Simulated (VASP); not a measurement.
## Relaxed cell of Silicon: a test of cutoff and mesh

Aim: test the relaxed volume of Silicon against cutoff and mesh. The starting structure is a measured crystal structure from the Crystallography Open Database. The first relaxation on each setting starts from this cell expanded by 3 % in volume.

Main program and level: VASP 6.6.1; Kohn-Sham DFT with plane waves and PAW; PBEsol.

## Step 1: Starting point

Symmetry: Fd-3m, No. 227, cubic system. Conventional cell: a = 5.431 Å, b = 5.431 Å, c = 5.431 Å, α = 90.00°, β = 90.00°, γ = 90.00°. Si has 4 Si at 2.35 Å nearest.

Structure file:

```xyz
2
Lattice="0.0000 2.7155 2.7155 2.7155 0.0000 2.7155 2.7155 2.7155 0.0000" Properties=species:S:1:pos:R:3 pbc="T T T"
Si    4.0732    4.0732    4.0732
Si    2.7155    2.7155    2.7155
```

## Step 2: Reference relaxation

This run starts from the cell of an earlier relaxation, which isn't shown; the restart sets up the plane waves anew.

INCAR

```
SYSTEM = Si
PREC = Accurate
ENCUT = 450
EDIFF = 1E-06
NELM = 100
ISMEAR = 0
SIGMA = 0.03
LREAL = .FALSE.
ALGO = Normal
GGA = PS
NBANDS = 10
LORBIT = 11
LWAVE = .FALSE.
LCHARG = .FALSE.
KPAR = 8
IBRION = 2
NSW = 50
ISIF = 3
EDIFFG = -0.006
```

POSCAR

```
Si
1.0
    0.0000000000      2.7178973943      2.7178973943
    2.7178973943      0.0000000000      2.7178973943
    2.7178973943      2.7178973943      0.0000000000
Si
2
Direct
    0.7500000000      0.7500000000      0.7500000000
    0.5000000000      0.5000000000      0.5000000000
```

KPOINTS

```
Automatic mesh
0
Gamma
8 8 8
0 0 0
```

PAW data sets: Si (PBE family, release 64).

On the command line:

```sh
$ mpirun -np 8 vasp_std
```

Output:

```text
[banner, memory and clock lines left out]
running    8 mpi-ranks, on    1 nodes
 distrk:  each k-point on    1 cores,    8 groups
 distr:  one band on    1 cores,    1 groups

 POSCAR found type information on POSCAR Si
 POSCAR found :  1 types and       2 ions
|                                                                             |
|           W    W    AA    RRRRR   N    N  II  N    N   GGGG   !!!           |
|           W    W   A  A   R    R  NN   N  II  NN   N  G    G  !!!           |
|           W    W  A    A  R    R  N N  N  II  N N  N  G       !!!           |
|           W WW W  AAAAAA  RRRRR   N  N N  II  N  N N  G  GGG   !            |
|           WW  WW  A    A  R   R   N   NN  II  N   NN  G    G                |
|           W    W  A    A  R    R  N    N  II  N    N   GGGG   !!!           |
|                                                                             |
|     For optimal performance we recommend to set                             |
|       NCORE = 2 up to number-of-cores-per-socket                            |
|     NCORE specifies how many cores store one orbital (NPAR=cpu/NCORE).      |
|     This setting can greatly improve the performance of VASP for DFT.       |
|     The default, NCORE=1 might be grossly inefficient on modern             |
|     multi-core architectures or massively parallel machines. Do your        |
|     Unfortunately you need to use the default for GW and RPA                |
|     calculations (for HF NCORE is supported but not extensively tested      |
|     yet).                                                                   |
|                                                                             |

|                                                                             |
|               ----> ADVICE to this user running VASP <----                  |
|                                                                             |
|     You enforced a specific xc type in the INCAR file but a different       |
|     [... a line on the potential file left out ...]
|     I HOPE YOU KNOW WHAT YOU ARE DOING!                                     |
|                                                                             |

 LDA part: xc-table for (Slater+PW92), standard interpolation
 POSCAR, INCAR and KPOINTS ok, starting setup
 FFT: planning ... GRIDC
 FFT: planning ... GRID_SOFT
 FFT: planning ... GRID
 WAVECAR not read
 entering main loop
       N       E                     dE             d eps       ncg     rms          rms(c)
DAV:   1     0.642923312993E+01    0.64292E+01   -0.31031E+03   580   0.579E+02
DAV:   2    -0.112509790397E+02   -0.17680E+02   -0.17110E+02   846   0.818E+01
DAV:   3    -0.117086928003E+02   -0.45771E+00   -0.45675E+00   724   0.123E+01
DAV:   4    -0.117119269825E+02   -0.32342E-02   -0.32337E-02   738   0.133E+00
DAV:   5    -0.117119562146E+02   -0.29232E-04   -0.29232E-04   732   0.110E-01    0.495E+00
DAV:   6    -0.115586869279E+02    0.15327E+00   -0.87478E-02   642   0.126E+00    0.296E+00
DAV:   7    -0.114887930759E+02    0.69894E-01   -0.15432E-01   654   0.177E+00    0.183E-01
DAV:   8    -0.114893347196E+02   -0.54164E-03   -0.52415E-03   642   0.440E-01    0.778E-02
DAV:   9    -0.114893918390E+02   -0.57119E-04   -0.91057E-05   768   0.672E-02    0.544E-02
DAV:  10    -0.114894027499E+02   -0.10911E-04   -0.11096E-05   640   0.197E-02    0.828E-03
DAV:  11    -0.114894024806E+02    0.26927E-06   -0.44577E-07   492   0.369E-03
   1 F= -.11489402E+02 E0= -.11489402E+02  d E =-.114894E+02
 curvature:   0.00 expect dE= 0.000E+00 dE for cont linesearch  0.000E+00
 trial: gam= 0.00000 g(F)=  0.296E-48 g(S)=  0.186E-06 ort = 0.000E+00 (trialstep = 0.100E+01)
 search vector abs. value=  0.186E-06
 reached required accuracy - stopping structural energy minimisation
```

Run time: 3 s. Hardware: 8 MPI ranks of AMD EPYC 7R43, shared host; peak memory 0.92 GiB; 18 s of CPU time.

The logs omit lines about the potential files and the build; timing stands in the text.

Parts of OUTCAR (step 2):

```text
ion  position               nearest neighbor table
   1  0.750  0.750  0.750-   2 2.35   2 2.35   2 2.35   2 2.35
   2  0.500  0.500  0.500-   1 2.35   1 2.35   1 2.35   1 2.35

  LATTYP: Found a face centered cubic cell.
 ALAT       =     5.4357947886

 Subroutine GETGRP returns: Found 48 space group operations
 (whereof 24 operations were pure point group operations)

The static configuration has the point symmetry T_d .
 The point group associated with its full space group is O_h .

 Found     29 irreducible k-points:

   k-points           NKPTS =     29   k-points in BZ     NKDIM =     29   number of bands    NBANDS=     10

   dimension x,y,z NGX =    28 NGY =   28 NGZ =   28
   dimension x,y,z NGXF=    56 NGYF=   56 NGZF=   56

   ENCUT  =  450.0 eV  33.07 Ry    5.75 a.u.   6.65  6.65  6.65*2*pi/ulx,y,z

   NELECT =       8.0000    total number of electrons

 k-points in reciprocal lattice and weights: Automatic mesh
   0.00000000  0.00000000  0.00000000       0.002
   0.12500000  0.00000000  0.00000000       0.016
   0.25000000  0.00000000  0.00000000       0.016
   0.37500000  0.00000000  0.00000000       0.016
   0.50000000  0.00000000  0.00000000       0.008
   0.12500000  0.12500000  0.00000000       0.012
   0.25000000  0.12500000  0.00000000       0.047
   0.37500000  0.12500000  0.00000000       0.047
   0.50000000  0.12500000  0.00000000       0.047
[...]
-0.37500000  0.50000000  0.12500000       0.023
  -0.25000000  0.50000000  0.25000000       0.012

 average (electrostatic) potential at core
       1 -83.0658       2 -83.0658

 E-fermi :   5.8872

 k-point     1 :       0.0000    0.0000    0.0000
  band No.  band energies     occupation
      1      -6.2083      2.00000
      2       5.7631      2.00000
      3       5.7631      2.00000
      4       5.7631      2.00000
      5       8.2786      0.00000
      6       8.2786      0.00000
      7       8.2786      0.00000
      8       9.0552      0.00000
      9      13.4494      0.00000
    ...

 k-point     2 :       0.1250    0.0000    0.0000
  band No.  band energies     occupation
      1      -6.0038      2.00000
      2       4.1511      2.00000
      3       5.4713      2.00000
      4       5.4713      2.00000
      5       8.2004      0.00000
      6       8.7056      0.00000
      7       8.7056      0.00000
      8      10.4075      0.00000
      9      12.9456      0.00000
    ...

 k-point     3 :       0.2500    0.0000    0.0000
  band No.  band energies     occupation
      1      -5.4070      2.00000
      2       1.8158      2.00000
      3       4.9994      2.00000
      4       4.9994      2.00000
      5       7.7143      0.00000
      6       9.2184      0.00000
      7       9.2184      0.00000
      8      12.5882      0.00000
      9      12.8923      0.00000
    ...

  Total        0.0016011      0.0016011      0.0016011     -0.0000000     -0.0000000     -0.0000000
  in kB        0.0638844      0.0638844      0.0638844     -0.0000000     -0.0000000     -0.0000000
  external PRESSURE =       0.0638844 kB  Pullay stress =       0.0000000 kB

  energy-cutoff  :      450.00
  volume of cell :       40.15
      direct lattice vectors                 reciprocal lattice vectors
     0.000000000  2.717897394  2.717897394    -0.183965738  0.183965738  0.183965738
     2.717897394  0.000000000  2.717897394     0.183965738 -0.183965738  0.183965738
     2.717897394  2.717897394  0.000000000     0.183965738  0.183965738 -0.183965738

 POSITION                                       TOTAL-FORCE (eV/Angst)
 -----------------------------------------------------------------------------------
      4.07685      4.07685      4.07685         0.000000      0.000000      0.000000
      2.71790      2.71790      2.71790        -0.000000     -0.000000     -0.000000
 -----------------------------------------------------------------------------------
    total drift:                                0.000000      0.000000     -0.000000

  FREE ENERGIE OF THE ION-ELECTRON SYSTEM (eV)
  ---------------------------------------------------
  free  energy   TOTEN  =       -11.4894024806 eV

  energy  without entropy=      -11.4894024806  energy(sigma->0) =      -11.48940248

 reached required accuracy - stopping structural energy minimisation

 total charge
# of ion       s       p       d       tot
------------------------------------------
    1        0.752   0.937   0.000   1.689
    2        0.752   0.937   0.000   1.689
--------------------------------------------------
tot          1.504   1.875   0.000   3.378

[... 3 further parts left out ...]
```

The PAW data sets were made with PBE, which is usual practice but a small mismatch for other functionals. The run keeps the 48 symmetry operations of its start, so it cannot find a distortion of lower symmetry.

The reference relaxation ends at 20.077 Å³ an atom. Pressures at 0.985 and 1.015 times this volume, from two more relaxations that aren't shown, give a bulk modulus of 94.0 GPa.

## Step 3: Relaxation with a cutoff of 250 eV

Against step 2 the input has ENCUT = 250. This run starts from the cell of an earlier relaxation, which isn't shown; the restart sets up the plane waves anew.

Changes to INCAR since step 2:

```diff
@@ -2,3 +2,3 @@
 PREC = Accurate
-ENCUT = 450
+ENCUT = 250
 EDIFF = 1E-06
```

POSCAR

```
Si
1.0
    0.0000000000      2.7162963259      2.7162963259
    2.7162963259      0.0000000000      2.7162963259
    2.7162963259      2.7162963259      0.0000000000
Si
2
Direct
    0.7500000000      0.7500000000      0.7500000000
    0.5000000000      0.5000000000      0.5000000000
```

KPOINTS is that of step 2.

On the command line:

```sh
$ mpirun -np 8 vasp_std
```

Output:

```text
[banner, memory and clock lines left out]
running    8 mpi-ranks, on    1 nodes
[...]
[... a notice as in an earlier step ...]

 [... a notice as in an earlier step ...]

 LDA part: xc-table for (Slater+PW92), standard interpolation
 POSCAR, INCAR and KPOINTS ok, starting setup
[...]
entering main loop
       N       E                     dE             d eps       ncg     rms          rms(c)
DAV:   1     0.995198600038E+00    0.99520E+00   -0.22493E+03   588   0.357E+02
DAV:   2    -0.114074422688E+02   -0.12403E+02   -0.12096E+02   768   0.672E+01
DAV:   3    -0.116914205574E+02   -0.28398E+00   -0.28379E+00   724   0.963E+00
DAV:   4    -0.116930230956E+02   -0.16025E-02   -0.16024E-02   734   0.873E-01
[...]
DAV:   9    -0.114703687737E+02   -0.56893E-04   -0.79467E-05   770   0.584E-02    0.535E-02
DAV:  10    -0.114703786570E+02   -0.98833E-05   -0.96720E-06   644   0.178E-02    0.803E-03
DAV:  11    -0.114703785943E+02    0.62650E-07   -0.39919E-07   456   0.337E-03
   1 F= -.11470379E+02 E0= -.11470379E+02  d E =-.114704E+02
[...]
reached required accuracy - stopping structural energy minimisation
```

Wall time 1.6 s (8 MPI ranks); peak memory 0.61 GiB; 8.3 s of CPU time.

OUTCAR, selected parts (step 3):

```text
  Total        0.0005048      0.0005048      0.0005048      0.0000000      0.0000000      0.0000000
  in kB        0.0201770      0.0201770      0.0201770      0.0000000      0.0000000      0.0000000
  external PRESSURE =       0.0201770 kB  Pullay stress =       0.0000000 kB

 POSITION                                       TOTAL-FORCE (eV/Angst)
 -----------------------------------------------------------------------------------
      4.07444      4.07444      4.07444         0.000000      0.000000      0.000000
      2.71630      2.71630      2.71630         0.000000     -0.000000     -0.000000
 -----------------------------------------------------------------------------------
    total drift:                                0.000000     -0.000000      0.000000

  FREE ENERGIE OF THE ION-ELECTRON SYSTEM (eV)
  ---------------------------------------------------
  free  energy   TOTEN  =       -11.4703785943 eV

  energy  without entropy=      -11.4703785943  energy(sigma->0) =      -11.47037859

[... 2 parts as in an earlier step ...]

[... 2 further parts left out ...]
[key lines of the parts left out:]
E-fermi :   5.9353
```

With a cutoff of 250 eV the cell ends at 20.042 Å³ an atom, -0.18 % from the reference; the bulk modulus is 94.3 GPa against 94.0 GPa.

## Step 4: Relaxation with a 4×4×4 mesh

Against step 2 the input has a 4×4×4 mesh. This run starts from the cell of an earlier relaxation, which isn't shown; the restart sets up the plane waves anew.

Changes to INCAR since step 3:

```diff
@@ -2,3 +2,3 @@
 PREC = Accurate
-ENCUT = 250
+ENCUT = 450
 EDIFF = 1E-06
```

POSCAR

```
Si
1.0
    0.0000000000      2.7239180543      2.7239180543
    2.7239180543      0.0000000000      2.7239180543
    2.7239180543      2.7239180543      0.0000000000
Si
2
Direct
    0.7500000000      0.7500000000      0.7500000000
    0.5000000000      0.5000000000      0.5000000000
```

KPOINTS

```
Automatic mesh
0
Gamma
4 4 4
0 0 0
```

On the command line:

```sh
$ mpirun -np 8 vasp_std
```

Output:

```text
[... set-up lines as in an earlier step ...]
 entering main loop
       N       E                     dE             d eps       ncg     rms          rms(c)
DAV:   1     0.734767401150E+01    0.73477E+01   -0.30016E+03   160   0.568E+02
DAV:   2    -0.110621963991E+02   -0.18410E+02   -0.17491E+02   258   0.860E+01
DAV:   3    -0.115394829269E+02   -0.47729E+00   -0.47682E+00   204   0.128E+01
DAV:   4    -0.115426407554E+02   -0.31578E-02   -0.31574E-02   202   0.137E+00
[...]
DAV:   9    -0.112965654153E+02   -0.98540E-04   -0.11694E-04   216   0.765E-02    0.536E-02
DAV:  10    -0.112965773116E+02   -0.11896E-04   -0.85384E-06   188   0.188E-02    0.511E-03
DAV:  11    -0.112965772624E+02    0.49212E-07   -0.10095E-06   174   0.521E-03
   1 F= -.11296577E+02 E0= -.11296577E+02  d E =-.112966E+02
[...]
reached required accuracy - stopping structural energy minimisation
```

Elapsed: 2 s, on 8 MPI ranks; peak memory 0.94 GiB; 11 s of CPU time.

From OUTCAR (step 4):

```text
  Total        0.0020036      0.0020036      0.0020036      0.0000000     -0.0000000     -0.0000000
  in kB        0.0794173      0.0794173      0.0794173      0.0000000     -0.0000000     -0.0000000
  external PRESSURE =       0.0794173 kB  Pullay stress =       0.0000000 kB

 POSITION                                       TOTAL-FORCE (eV/Angst)
 -----------------------------------------------------------------------------------
      4.08588      4.08588      4.08588         0.000000      0.000000      0.000000
      2.72392      2.72392      2.72392        -0.000000     -0.000000     -0.000000
 -----------------------------------------------------------------------------------
    total drift:                                0.000000      0.000000     -0.000000

  FREE ENERGIE OF THE ION-ELECTRON SYSTEM (eV)
  ---------------------------------------------------
  free  energy   TOTEN  =       -11.2965772624 eV

  energy  without entropy=      -11.2965772624  energy(sigma->0) =      -11.29657726

[... 1 part as in an earlier step ...]

[... 3 further parts left out ...]
[key lines of the parts left out:]
E-fermi :   5.9004
```

With a 4×4×4 mesh the cell ends at 20.211 Å³ an atom, +0.67 % from the reference; the bulk modulus is 94.3 GPa against 94.0 GPa.

(Continued in part 2 of 2.)

[Lines on the potential files, build, host, timing and source positions are cut from VASP's logs without a mark.]

[Logs are printed without paths, hosts, clocks, repeated set-up lines and the standing remarks that a program may print on its own settings, such as how far it seeks lower states.]

[Hosts, paths, dates, database ids (printed as entryN), source tags and the programs' standing remarks are cut or masked in the printed files.]
